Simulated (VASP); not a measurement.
Calculation: PBE GGA, VASP's PBE PAW potentials (set 64) (plane waves; VASP).

VASP input:

File POSCAR:
```
BaF2
1.0
  0.0000000000   2.8583748216   2.8583748216
  2.8583748216   0.0000000000   2.8583748216
  2.8583748216   2.8583748216   0.0000000000
Ba F
1 2
Cartesian
  2.8583748216   2.8583748216   0.0000000000
  1.4291874108   1.4291874108   1.4291874108
  4.2875622324   4.2875622324   4.2875622324
```

File KPOINTS:
```
Automatic mesh
0
Gamma
7 7 7
0 0 0
```

**INCAR**
```
LASPH = T   # aspherical one-centre terms
ALGO = Normal
ENCUT = 620   # plane-wave cut-off (eV)
IBRION = 2   # conjugate gradients
NELM = 100
LWAVE = F
GGA = PE   # PBE
SYSTEM = BaF2
EDIFFG = -0.02   # ionic stop
LMAXMIX = 4   # l cut-off of mixed one-centre charges
PSTRESS = 300   # kbar
PREC = Accurate
NSW = 40
ISIF = 3   # ions, shape and volume
LREAL = F   # projection in real space or not
LCHARG = F
SIGMA = 0.05
ISMEAR = 0
EDIFF = 1E-6   # SCF stop (eV)
```

POTCAR, in this order: Ba_sv F (PBE.64 set). Program: vasp_std.

Output of the run:

**OSZICAR**
```
       N       E                     dE             d eps       ncg     rms          rms(c)
DAV:   1     0.169007491632E+03    0.16901E+03   -0.15314E+04   640   0.167E+03
DAV:   2    -0.118711717596E+02   -0.18088E+03   -0.17627E+03   816   0.329E+02
DAV:   3    -0.177131633049E+02   -0.58420E+01   -0.58357E+01   920   0.645E+01
DAV:   4    -0.177753703564E+02   -0.62207E-01   -0.62205E-01   752   0.600E+00
DAV:   5    -0.177771072368E+02   -0.17369E-02   -0.17369E-02   960   0.595E-01    0.115E+01
DAV:   6    -0.159758324526E+02    0.18013E+01   -0.87611E+00   640   0.281E+01    0.687E+00
DAV:   7    -0.159943309043E+02   -0.18498E-01   -0.49089E-01   824   0.608E+00    0.367E+00
DAV:   8    -0.160111860403E+02   -0.16855E-01   -0.74528E-02   640   0.315E+00    0.422E-01
DAV:   9    -0.160144263447E+02   -0.32403E-02   -0.30733E-02   728   0.148E+00    0.146E-01
DAV:  10    -0.160165021291E+02   -0.20758E-02   -0.38316E-03   640   0.559E-01    0.106E-01
DAV:  11    -0.160166199366E+02   -0.11781E-03   -0.28294E-04   792   0.158E-01    0.179E-02
DAV:  12    -0.160166253867E+02   -0.54500E-05   -0.15317E-05   712   0.361E-02    0.638E-03
DAV:  13    -0.160166258681E+02   -0.48140E-06   -0.59556E-06   784   0.210E-02
   1 F= -.72708529E+01 E0= -.72708529E+01  d E =-.727085E+01
```

**OUTCAR**
```
------------------------ aborting loop because EDIFF is reached ----------------------------------------
  FORCE on cell =-STRESS in cart. coord.  units (eV):
  Direction    XX          YY          ZZ          XY          YZ          ZX
  --------------------------------------------------------------------------------------
  Total        8.7488944      8.7488944      8.7488944      0.0000000      0.0000000     -0.0000000
  in kB      300.1070699    300.1070699    300.1070699      0.0000000      0.0000000     -0.0000000
  external PRESSURE =       0.1070699 kB  Pullay stress =     300.0000000 kB
  volume of cell :       46.71
      direct lattice vectors                 reciprocal lattice vectors
     0.000000000  2.858374822  2.858374822    -0.174924575  0.174924575  0.174924575
     2.858374822  0.000000000  2.858374822     0.174924575 -0.174924575  0.174924575
     2.858374822  2.858374822  0.000000000     0.174924575  0.174924575 -0.174924575
 POSITION                                       TOTAL-FORCE (eV/Angst)
 -----------------------------------------------------------------------------------
      0.00000      0.00000      0.00000        -0.000000      0.000000     -0.000000
      1.42919      1.42919      1.42919        -0.000000     -0.000000     -0.000000
      4.28756      4.28756      4.28756         0.000000      0.000000      0.000000
 -----------------------------------------------------------------------------------
    total drift:                                0.000000      0.000000      0.000000
  FREE ENERGIE OF THE ION-ELECTRON SYSTEM (eV)
  ---------------------------------------------------
  free  energy   TOTEN  =       -16.0166258681 eV

  energy  without entropy=      -16.0166258681  energy(sigma->0) =      -16.01662587
  enthalpy is  TOTEN    =        -7.2708528657 eV   P V=        8.7457730024

 reached required accuracy - stopping structural energy minimisation
```
(Selected blocks of OUTCAR.)

The compound is BaF2 in the fluorite structure. It was relaxed first under an external pressure of 30 GPa.
